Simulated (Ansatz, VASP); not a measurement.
**Ga: VASP beside Ansatz**

```
Ga
1.0
     2.73144    0.00000   -0.00784
     0.00000    3.46817    0.00000
    -1.33197    0.00000    4.11110
Ga
2
Cartesian
  1.9598 0.8670 0.9289
  -0.5603 2.6011 3.1744
```

Alike in both runs: task single point; functional PBEsol; k mesh 16 × 12 × 10; occupations gaussian, width 0.1 eV; no spin polarisation.

```csv
,VASP,Ansatz
version,VASP 6.6.1,Ansatz 0.2.0
potentials or method,"VASP PAW PBE potentials, release 64 (Ga_d)","scalar-relativistic, plane waves, PAW"
plane-wave cutoff (eV),520,420
valence electrons in the cell,26,26
```

Ansatz gave:

| Quantity | Value |
| --- | --- |
| gap on the k mesh at the Fermi level (eV) | none |
| pressure (GPa) | -3.6 |
| largest component of the traceless stress (GPa) | 2.13 |
| rms of the force components (eV/Å) | 0.134 |

**Question.** Which values does VASP return?

**Answer.** gap on the k mesh at the Fermi level (eV): none; pressure (GPa): -3.6; largest component of the traceless stress (GPa): 2.13; rms of the force components (eV/Å): 0.135.

Atom by atom the forces differ by 0.001 eV/Å (rms over components). A gap of «none» marks a metal or a gap that the smearing closes.

Caveats: the PAW data sets were made with another functional, which shifts forces and pressure a little (VASP).
